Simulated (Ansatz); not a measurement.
The system is ZrN.

```
Zr N
1.0
     0.00000    2.30000    2.30000
     2.30000    0.00000    2.30000
     2.30000    2.30000    0.00000
Zr N
1 1
Direct
  0.50000 0.50000 0.50000
  0.00000 0.00000 0.00000
```

```yaml
Program: Ansatz 0.2.0
Task: relaxation of cell and atoms
Functional: RPBE
Dispersion: D3(BJ)
Potentials_or_basis: Ansatz PAW
Cutoff: "420 eV (not typed: the program's choice for these potentials)"
k_mesh: 10 × 10 × 10
Occupations: fermi-dirac, width 0.05 eV
Spin: no spin polarisation
```

At the start: volume 12.17 Å³/atom.

Problem. How do energy, volume and symmetry change on relaxing?

Solution. It ends after 8 steps and the volume is 10.70 Å³/atom (-12.1 %); space group Fm-3m (No. 225, to 0.05 Å).

Step by step:
| step | energy change (eV) | largest force (eV/Å) | volume (Å³) |
| --- | --- | --- | --- |
| 1 | 0.0000 | 0.0000 | 24.33 |
| 2 | -0.3463 | 0.0000 | 20.95 |
| 3 | -0.3560 | 0.0000 | 21.51 |
| 4 | -0.3567 | 0.0000 | 21.41 |
| 5 | -0.3567 | 0.0000 | 21.41 |
| 6 | -0.3531 | 0.0000 | 21.41 |
| 7 | -0.3532 | 0.0000 | 21.40 |
| 8 | -0.3532 | 0.0000 | 21.40 |

Final structure:
```
Zr N
1.0
     0.00000    2.20340    2.20340
     2.20340    0.00000    2.20340
     2.20340    2.20340    0.00000
Zr N
1 1
Direct
  0.50000 0.50000 0.50000
  0.00000 0.00000 0.00000
```

Caveat: the plane-wave basis is chosen anew once the cell has moved, so the energies of steps on either side of that aren't comparable; the pressure holds a Pulay correction of +0.4 GPa for the finite cutoff; the volume moved by -12 % from the deposited cell, more than functionals usually miss; the PAW data sets come from PBE, with cores solved anew for the run's functional, which leaves a small shift of forces and pressure.
